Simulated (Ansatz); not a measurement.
# La2O3 (P-62m) in Ansatz: reference runs

Aim: a first look at La2O3 with PBE, on the cell as given and on a disturbed one.

All numbers are computed with Ansatz 0.2.0; they aren't measurements. Logs are shortened: lines on timing, memory, paths and dates and some standing lists are left out, and cuts for length are marked.

## Step 1: Starting point

The structure is hexagonal, space group P-62m (No. 189). The conventional cell has a = 6.267 Å, b = 6.267 Å, c = 3.300 Å, α = 90.00°, β = 90.00°, γ = 120.00°. La (site symmetry -6) is surrounded by 6 O at 2.45 Å. O (site symmetry m2m) has 4 La at 2.45 Å as nearest neighbours.

The cell comes from a database or a generator and needn't be the stable form of this composition.

## Step 2: Single point, PBE

Contents of input.yaml:

```yaml
crystal:
  lattice:
    - [6.2667802772, 0.0, 0.0]
    - [-3.1333901386, 5.42719092, 0.0]
    - [0.0, 0.0, 3.299766]
  atoms:
    - { symbol: La, position: [0.6666666667, 0.3333333333, 0.5] }
    - { symbol: La, position: [0.3333333333, 0.6666666667, 0.5] }
    - { symbol: O, position: [0.50801399, 0.0, 0.0] }
    - { symbol: O, position: [0.0, 0.50801399, 0.0] }
    - { symbol: O, position: [0.49198601, 0.49198601, 0.0] }
hamiltonian:
  xc: pbe
  pseudopotentials: { kind: paw }
kpoints:
  mp_grid: { grid: [5, 5, 8] }
scf:
  occupations: { method: fermi_dirac, width: 0.05 }
output:
  forces: true
  stress: true
  eigenvalues: true
```

Potentials or basis: Ansatz PAW.

The run is started by

```sh
> ansatz run input.yaml --threads 2 --pin off --max-ram 5120MiB --backend cpu --events-out ev --progress --plain --runs-dir out
```

Standard output:

```text
Warning: RAYON_NUM_THREADS=2 ignored (pool sized by the plan → 2); use --threads N
Engine: ansatz 0.2.0, x86_64-unknown-linux-gnu
Pseudopotentials: kind: paw
Pseudopotential: La, paw, valence charge 11, recommended cutoff 420 eV (normal), La.paw.azcp
Pseudopotential: O, paw, valence charge 6, recommended cutoff 420 eV (normal), O.paw.azcp
Functional definition: PBE
  parameter kappa = 0.804
  parameter beta = 0.06672455060314922
  exchange = pbe_x(kappa = kappa, mu = beta*pi^2/3)
  correlation = pbe_c(beta = beta)
Crystal: 5 atoms, lattice volume = 112.228 Å³
Basis set: ecut = 420 eV, 2207 PW (Γ), exchange–correlation on 90×90×48 points (8 copies of the dense FFT grid, shifted against one another)
Bands: 25, of which v1, the nominal top of the filled ones, is band 20 counted from 1 (19 counted from 0)
Symmetry: 12 space group operations
Space group: P-62m (ITA 189), of the structure as read, at distance tolerance 4.8e-5 Å
k-points: 25 of 200 (time reversal used)
Non-local potential: La, projectors of the file, l = 0: 3, l = 1: 2, l = 2: 2, l = 3: 3
Non-local potential: O, projectors of the file, l = 0: 2, l = 1: 2, l = 2: 1
PAW form: soft (Blöchl's): semilocal exchange-correlation on the pseudo side does not see the compensation charge
PAW one-centre angular grid: La, 590 points (default); XC on 64 Gauss nodes
PAW one-centre angular grid: O, 110 points (default); XC on 64 Gauss nodes
Initial density: superposition of atomic densities (neutral atoms: chi_scale 0, normalization atom), corrected by the library's trained network
Initial wavefunctions: pseudopotential atomic-orbital guess
Functional: x = pbe(κ = 0.804, μ = 0.2195149727645171), c = pbe(β = 0.06672455060314922)
SCF iter   1: F=—  HF=-14210.971476 eV  |F-HF|=—  |Δ(HF+E_count)|=         —  Δρ=3.30e-3  dr2=1.21e-2  ethr=1.77e-3  ⟨swp⟩=7.3  Hψ=3141  notcnv=0
preconditioner: auto → Resta (q_TF=auto, 2.297 Å⁻¹)  ε∞=3.9  [insulator: Δε(μ)=1.530 eV  Ē_g=12.271 eV  σ=0.050 eV  W_gap=1.00  n_scr=26 (ndim 8)  ℏωp=21.0 eV  f_vac=0.249  D(μ)=0.00/eV (n_scr^D=0)  ε∞_Penn≈3.9]
SCF iter   2: F=—  HF=-14210.976661 eV  |F-HF|=—  |Δ(HF+E_count)|=   5.18e-3  Δρ=2.01e-3  dr2=4.61e-3  ethr=3.03e-5  ⟨swp⟩=2.6  Hψ=1244  notcnv=0  defer=7
SCF iter   3: F=—  HF=-14210.980201 eV  |F-HF|=—  |Δ(HF+E_count)|=   3.54e-3  Δρ=1.10e-3  dr2=1.86e-3  ethr=1.15e-5  ⟨swp⟩=2.0  Hψ=908  notcnv=0  defer=9
SCF iter   4: F=—  HF=-14210.983798 eV  |F-HF|=—  |Δ(HF+E_count)|=   3.60e-3  Δρ=2.40e-4  dr2=1.32e-4  ethr=4.65e-6  ⟨swp⟩=3.9  Hψ=1212  notcnv=0  defer=9
SCF iter   5: F=—  HF=-14210.984279 eV  |F-HF|=—  |Δ(HF+E_count)|=   4.80e-4  Δρ=9.40e-5  dr2=1.16e-5  ethr=3.30e-7  ⟨swp⟩=2.3  Hψ=938  notcnv=0  defer=9
SCF iter   6: F=—  HF=-14210.984283 eV  |F-HF|=—  |Δ(HF+E_count)|=   4.24e-6  Δρ=1.56e-5  dr2=9.43e-7  ethr=2.89e-8  ⟨swp⟩=2.2  Hψ=910  notcnv=0  defer=10
SCF iter   7: F=-14210.984283 eV  HF=-14210.984283 eV  |F-HF|=1.39e-8  |Δ(HF+E_count)|=   4.11e-7  Δρ=6.92e-6  dr2=6.53e-8  ethr=2.50e-10  ⟨swp⟩=11.2  Hψ=3702  notcnv=0
SCF 1 converged in 7 iterations: F = -14210.984283 eV  dr2 = 6.53e-8
SCF converged after 7 iterations
Free energy (F): -14210.984283 eV
Harris-Foulkes:  -14210.984283 eV  (|F-HF|=1.39e-8)
Internal energy: -14210.984283 eV  (E = F + TS)
E sigma→0 (E₀):  -14210.984283 eV
Fermi energy:    6.906436 eV
--- Per-component energies (eV) ---
  E_band       = -170.119405
  E_kinetic    = 912.931734
  E_local      = -2761.123725  (includes V_loc(G=0)·N_el)
  E_nonlocal   = 336.696768
  E_hartree    = 1079.179532
  E_xc         = -503.297078
  E_vxc        = -581.626041  (∫ρ·V_xc dr)
  E_paw        = -11307.888727  (= ΣΔE_a)
  E_vpaw       = -235.351242  (= ΣTr[D̂ρ^β])
  E_aug_tail   = 0.007181  (compensation charges beyond the density's cutoff)
  E_ewald      = -1967.489967
  E_smearing   = -0.000000  (= −TS)
  E_closure    = 0.000000  (closes the sum)
  Σ components = -14210.984283   (vs F -14210.984283, Δ=0.00e0)
--- Forces (eV/Å), atoms counted from 1 ---
  atom   1  La    -0.00000000     0.00000000     0.00000000
  atom   2  La    -0.00000000    -0.00000000     0.00000000
  atom   3  O     -0.04604394     0.00000000     0.00000000
  atom   4  O      0.02302197    -0.03987522     0.00000000
  atom   5  O      0.02302197     0.03987522     0.00000000
  max |Σ_I F_I| component: 6.94e-18 eV/Å
--- Stress (GPa, compression-positive) ---
        2.863024      -0.000000       0.000000
       -0.000000       2.863024       0.000000
        0.000000       0.000000       0.588935
  P = ⅓ Tr σ = 2.1050 GPa (21.050 kbar)
--- Band table (eV; the first three rows and the last of 25) ---
  k-point 0: bands = ["-24.4074", "-24.1821", "-11.3688", "-11.3688", "-9.7407", "-7.9332", "-7.9332", "-7.2375", "-6.8688", "-6.1728", "-6.1728", "2.8548", "3.8759", "3.8759", "4.1910", "4.1910", "5.1123", "5.1123", "5.4056", "5.6214", "7.6703", "9.5951", "10.0873", "10.0873", "10.8252"]
  k-point 1: bands = ["-24.3608", "-24.1429", "-11.2370", "-11.2370", "-10.2139", "-7.8730", "-7.8730", "-7.2893", "-6.8979", "-6.4288", "-6.4288", "3.4412", "3.9720", "3.9720", "4.2357", "4.2357", "4.8144", "4.8144", "5.2386", "5.4588", "8.0798", "9.8029", "10.1986", "10.1986", "10.7719"]
  k-point 2: bands = ["-24.2447", "-24.0461", "-11.0856", "-10.8589", "-10.8589", "-8.1657", "-7.7218", "-7.7218", "-7.0925", "-7.0925", "-6.3306", "3.8966", "3.8966", "4.2290", "4.2290", "4.4555", "4.6196", "4.6196", "4.6921", "5.5904", "9.0035", "10.1953", "10.4071", "10.4071", "10.6356"]
  k-point 24: bands = ["-24.0054", "-23.9708", "-11.5682", "-11.2381", "-9.9478", "-8.4434", "-8.0647", "-7.8338", "-7.4405", "-7.4101", "-6.8387", "3.3885", "3.9992", "4.1542", "4.1749", "4.3263", "4.4857", "4.5991", "5.4166", "5.4440", "10.4502", "10.4788", "10.4851", "10.5055", "10.6091"]
```

Wall time 8.3 s (2 threads of Intel Xeon at 2.50GHz (Skylake/Cascade Lake), shared host); peak memory 0.39 GiB.

Results:

| Item | Value |
| --- | --- |
| Free energy | -14210.9843 eV |
| Pressure | 2.1 GPa |
| Largest force | 0.046 eV/Å |
| Band gap on the k mesh | 1.53 eV, indirect (least direct gap 2.05 eV) |

Forces in eV/Å, atoms in the order of the input:
```
La   0.000  0.000  0.000
La   0.000  0.000  0.000
O   -0.046  0.000  0.000
O    0.023 -0.040  0.000
O    0.023  0.040  0.000
```

Caveat: odd divisions of the mesh miss points on the zone boundary, where band edges often lie, so the gap on the mesh can be too wide; the pressure holds a Pulay correction of +0.3 GPa for the finite cutoff; spin-orbit coupling is left out, which moves the levels of the heavy elements.

## Step 3: Single point, PBE (atoms moved at random, drawn with an rms of 0.05 Å)

Contents of input.yaml:

```yaml
crystal:
  lattice:
    - [6.2667802772, 0.0, 0.0]
    - [-3.1333901386, 5.42719092, 0.0]
    - [0.0, 0.0, 3.299766]
  atoms:
    - { symbol: La, position: [0.668966, 0.328981, 0.493761] }
    - { symbol: La, position: [0.339511, 0.668335, 0.490974] }
    - { symbol: O, position: [0.501902, 0.003507, 0.007233] }
    - { symbol: O, position: [-0.00492, 0.518064, -0.006176] }
    - { symbol: O, position: [0.495471, 0.488277, 0.01203] }
hamiltonian:
  xc: pbe
  pseudopotentials: { kind: paw }
kpoints:
  mp_grid: { grid: [5, 5, 8] }
scf:
  occupations: { method: fermi_dirac, width: 0.05 }
output:
  forces: true
  stress: true
  eigenvalues: true
```

Potentials or basis: Ansatz PAW.

The run is started by

```sh
> ansatz run input.yaml --threads 2 --pin off --max-ram 5120MiB --backend cpu --events-out ev --progress --plain --runs-dir out
```

Standard output:

```text
Warning: RAYON_NUM_THREADS=2 ignored (pool sized by the plan → 2); use --threads N
Engine: ansatz 0.2.0, x86_64-unknown-linux-gnu
Pseudopotentials: kind: paw
Pseudopotential: La, paw, valence charge 11, recommended cutoff 420 eV (normal), La.paw.azcp
Pseudopotential: O, paw, valence charge 6, recommended cutoff 420 eV (normal), O.paw.azcp
Functional definition: PBE
  parameter kappa = 0.804
  parameter beta = 0.06672455060314922
  exchange = pbe_x(kappa = kappa, mu = beta*pi^2/3)
  correlation = pbe_c(beta = beta)
Crystal: 5 atoms, lattice volume = 112.228 Å³
Basis set: ecut = 420 eV, 2207 PW (Γ), exchange–correlation on 90×90×48 points (8 copies of the dense FFT grid, shifted against one another)
Bands: 25, of which v1, the nominal top of the filled ones, is band 20 counted from 1 (19 counted from 0)
Symmetry: 1 space group operations
Space group: P1 (ITA 1), of the structure as read, at distance tolerance 4.8e-5 Å
k-points: 101 of 200 (time reversal used)
Non-local potential: La, projectors of the file, l = 0: 3, l = 1: 2, l = 2: 2, l = 3: 3
Non-local potential: O, projectors of the file, l = 0: 2, l = 1: 2, l = 2: 1
PAW form: soft (Blöchl's): semilocal exchange-correlation on the pseudo side does not see the compensation charge
PAW one-centre angular grid: La, 590 points (default); XC on 64 Gauss nodes
PAW one-centre angular grid: O, 110 points (default); XC on 64 Gauss nodes
Initial density: superposition of atomic densities (neutral atoms: chi_scale 0, normalization atom), corrected by the library's trained network
Initial wavefunctions: pseudopotential atomic-orbital guess
Functional: x = pbe(κ = 0.804, μ = 0.2195149727645171), c = pbe(β = 0.06672455060314922)
SCF iter   1: F=—  HF=-14210.899079 eV  |F-HF|=—  |Δ(HF+E_count)|=         —  Δρ=3.35e-3  dr2=1.26e-2  ethr=1.77e-3  ⟨swp⟩=7.0  Hψ=13267  notcnv=0
preconditioner: auto → Resta (q_TF=auto, 2.297 Å⁻¹)  ε∞=4.0  [insulator: Δε(μ)=1.562 eV  Ē_g=12.225 eV  σ=0.050 eV  W_gap=1.00  n_scr=26 (ndim 8)  ℏωp=21.0 eV  f_vac=0.250  D(μ)=0.00/eV (n_scr^D=0)  ε∞_Penn≈4.0]
SCF iter   2: F=—  HF=-14210.904104 eV  |F-HF|=—  |Δ(HF+E_count)|=   5.03e-3  Δρ=2.06e-3  dr2=4.75e-3  ethr=3.16e-5  ⟨swp⟩=2.4  Hψ=5092  notcnv=0  defer=72
SCF iter   3: F=—  HF=-14210.907357 eV  |F-HF|=—  |Δ(HF+E_count)|=   3.25e-3  Δρ=1.10e-3  dr2=1.86e-3  ethr=1.19e-5  ⟨swp⟩=2.0  Hψ=3643  notcnv=0  defer=72
SCF iter   4: F=—  HF=-14210.911053 eV  |F-HF|=—  |Δ(HF+E_count)|=   3.70e-3  Δρ=2.42e-4  dr2=1.34e-4  ethr=4.64e-6  ⟨swp⟩=3.6  Hψ=4824  notcnv=0  defer=72
SCF iter   5: F=—  HF=-14210.911539 eV  |F-HF|=—  |Δ(HF+E_count)|=   4.85e-4  Δρ=1.42e-4  dr2=2.29e-5  ethr=3.35e-7  ⟨swp⟩=2.7  Hψ=4477  notcnv=0  defer=72
SCF iter   6: F=—  HF=-14210.911547 eV  |F-HF|=—  |Δ(HF+E_count)|=   8.36e-6  Δρ=1.61e-4  dr2=2.74e-5  ethr=5.72e-8  ⟨swp⟩=2.0  Hψ=4339  notcnv=0  defer=78
SCF iter   7: F=—  HF=-14210.911543 eV  |F-HF|=—  |Δ(HF+E_count)|=   3.91e-6  Δρ=2.60e-5  dr2=9.43e-7  ethr=5.72e-8  ⟨swp⟩=2.0  Hψ=3738  notcnv=0  defer=78
SCF iter   8: F=-14210.911543 eV  HF=-14210.911543 eV  |F-HF|=8.37e-9  |Δ(HF+E_count)|=   5.79e-9  Δρ=5.48e-6  dr2=4.85e-8  ethr=2.50e-10  ⟨swp⟩=12.5  Hψ=14199  notcnv=0
SCF 1 converged in 8 iterations: F = -14210.911543 eV  dr2 = 4.85e-8
SCF converged after 8 iterations
Free energy (F): -14210.911543 eV
Harris-Foulkes:  -14210.911543 eV  (|F-HF|=8.37e-9)
Internal energy: -14210.911543 eV  (E = F + TS)
E sigma→0 (E₀):  -14210.911543 eV
Fermi energy:    6.912420 eV
--- Per-component energies (eV) ---
  E_band       = -170.038672
  E_kinetic    = 912.999085
  E_local      = -2760.435111  (includes V_loc(G=0)·N_el)
  E_nonlocal   = 336.730754
  E_hartree    = 1078.828085
  E_xc         = -503.297719
  E_vxc        = -581.627981  (∫ρ·V_xc dr)
  E_paw        = -11307.902427  (= ΣΔE_a)
  E_vpaw       = -235.358370  (= ΣTr[D̂ρ^β])
  E_aug_tail   = 0.007214  (compensation charges beyond the density's cutoff)
  E_ewald      = -1967.841425
  E_smearing   = -0.000000  (= −TS)
  E_closure    = -0.000000  (closes the sum)
  Σ components = -14210.911543   (vs F -14210.911543, Δ=0.00e0)
--- Forces (eV/Å), atoms counted from 1 ---
  atom   1  La    -0.19683345     0.49437941     0.14483554
  atom   2  La    -0.36249297    -0.20941615     0.10289553
  atom   3  O      0.32126079    -0.47379905    -0.12889073
  atom   4  O      0.69775328    -0.12408673     0.02921414
  atom   5  O     -0.45969326     0.31292350    -0.14806292
  max |Σ_I F_I| component: 8.44e-6 eV/Å
--- Stress (GPa, compression-positive) ---
        2.140931      -0.030456       0.046815
       -0.030456       3.642430       0.087446
        0.046816       0.087446       0.796968
  P = ⅓ Tr σ = 2.1934 GPa (21.934 kbar)
--- Band table (eV; the first three rows and the last of 101) ---
  k-point 0: bands = ["-24.4872", "-24.1064", "-11.4611", "-11.2831", "-9.7433", "-7.9683", "-7.9373", "-7.2792", "-6.8297", "-6.1762", "-6.1239", "2.8638", "3.7885", "3.9835", "4.1553", "4.2306", "5.0775", "5.1445", "5.4102", "5.6056", "7.6911", "9.5695", "10.0473", "10.0786", "10.6857"]
  k-point 1: bands = ["-24.4431", "-24.0647", "-11.3310", "-11.1551", "-10.2082", "-7.9121", "-7.8803", "-7.3495", "-6.8507", "-6.4185", "-6.3774", "3.4402", "3.8924", "4.0463", "4.1949", "4.2901", "4.7805", "4.8752", "5.2342", "5.4643", "8.0878", "9.7738", "10.1502", "10.1843", "10.6513"]
  k-point 2: bands = ["-24.3337", "-23.9611", "-11.1352", "-10.9176", "-10.7588", "-8.1895", "-7.7836", "-7.7390", "-7.0718", "-7.0312", "-6.3046", "3.8582", "3.9005", "4.1792", "4.2508", "4.4715", "4.6314", "4.6449", "4.7438", "5.5957", "8.9915", "10.1498", "10.3306", "10.3721", "10.5517"]
  k-point 100: bands = ["-24.4215", "-24.0889", "-11.3244", "-10.9509", "-10.4579", "-7.8784", "-7.8241", "-7.5462", "-6.6631", "-6.4345", "-6.3855", "3.4744", "3.6352", "4.1106", "4.2436", "4.4072", "4.7896", "4.8472", "5.1355", "5.3106", "8.7582", "10.0134", "10.1070", "10.3574", "10.6276"]
```

Run time: 32 s. Hardware: 2 threads of Intel Xeon at 2.50GHz (Skylake/Cascade Lake), shared host; peak memory 0.53 GiB.

Results:

```yaml
Free_energy: -14210.9115 eV
Pressure: 2.2 GPa
Largest_force: 0.709 eV/Å
Band_gap_on_the_k_mesh: 1.56 eV, indirect (least direct gap 2.09 eV)
```

Forces on the atoms (eV/Å):
```
La  -0.197  0.494  0.145
La  -0.362 -0.209  0.103
O    0.321 -0.474 -0.129
O    0.698 -0.124  0.029
O   -0.460  0.313 -0.148
```

Caveat: odd divisions of the mesh miss points on the zone boundary, where band edges often lie, so the gap on the mesh can be too wide; the pressure holds a Pulay correction of +0.3 GPa for the finite cutoff; spin-orbit coupling is left out, which moves the levels of the heavy elements.
